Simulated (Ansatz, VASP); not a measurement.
## BaTiO3: VASP beside Ansatz

Contents of INCAR:

```
SYSTEM = BaTiO3
PREC = Accurate
ENCUT = 520
EDIFF = 1E-6
ISMEAR = -1
SIGMA = 0.05
LREAL = .False.
LASPH = .True.
NELM = 100
ALGO = Normal
ISIF = 2
LWAVE = .False.
LCHARG = .True.
GGA = CA
LELF = .True.
LVHAR = .True.
NBANDS = 28
```

File KPOINTS:

```
Automatic mesh
0
Gamma
  8 8 8
  0 0 0
```

Contents of POSCAR:

```
BaTiO3
1.0
    4.0073000000      0.0000000000      0.0000000000
    0.0000000000      4.0073000000      0.0000000000
    0.0000000000      0.0000000000      3.9271540000
Ba Ti O
1 1 3
Direct
    0.5000000000      0.5000000000      0.5000000000
    0.0000000000      0.0000000000      0.0000000000
    0.5000000000      0.0000000000      0.0000000000
    0.0000000000      0.5000000000      0.0000000000
    0.0000000000      0.0000000000      0.5000000000
```

Input for Ansatz:

```yaml
crystal:
  lattice:
    - [4.0073, 0.0, 0.0]
    - [0.0, 4.0073, 0.0]
    - [0.0, 0.0, 3.927154]
  atoms:
    - { symbol: Ba, position: [0.5, 0.5, 0.5] }
    - { symbol: Ti, position: [0.0, 0.0, 0.0] }
    - { symbol: O, position: [0.5, 0.0, 0.0] }
    - { symbol: O, position: [0.0, 0.5, 0.0] }
    - { symbol: O, position: [0.0, 0.0, 0.5] }
kpoints:
  mp_grid: { grid: [8, 8, 8] }
  band_path:
    path:
      - [0.0, 0.0, 0.0]
      - [0.0, 0.5, 0.0]
      - [0.5, 0.5, 0.0]
      - [0.0, 0.0, 0.0]
      - [0.0, 0.0, 0.5]
      - [0.0, 0.5, 0.5]
      - [0.5, 0.5, 0.5]
      - [0.0, 0.0, 0.5]
      - [0.0, 0.5, 0.0]
    npoints: 5
scf:
  occupations: { method: fermi_dirac, width: 0.05 }
hamiltonian:
  xc: lda
  pseudopotentials: { kind: all_electron, lapw: { basis_error: 0.001 } }
output:
  forces: true
  stress: true
  eigenvalues: true
```

Change from the starting cell: zz strain of -2 %.

Alike in both runs: task single point; functional LDA; k mesh 8 × 8 × 8; occupations fermi-dirac, width 0.05 eV; no spin polarisation.

|  | VASP | Ansatz |
| --- | --- | --- |
| version | VASP 6.6.1 | Ansatz 0.2.0 |
| potentials or method | VASP PAW LDA potentials, release 64 (Ba_sv, Ti_sv, O) | all-electron LAPW, scalar-relativistic |
| plane-wave cutoff (eV) | 520 | see its input |

|  | VASP | Ansatz | Ansatz less VASP |
| --- | --- | --- | --- |
| pressure (GPa) | -4.0 | -6.1 | -2.13 |
| largest component of the traceless stress (GPa) | 2.82 | 2.72 | -0.101 |

Ansatz ran all-electron here, so the differences hold the error of VASP's frozen core and of both bases.

Caveats: spin-orbit coupling is left out, which moves the levels of the heavy elements. A k mesh can miss the band edges.
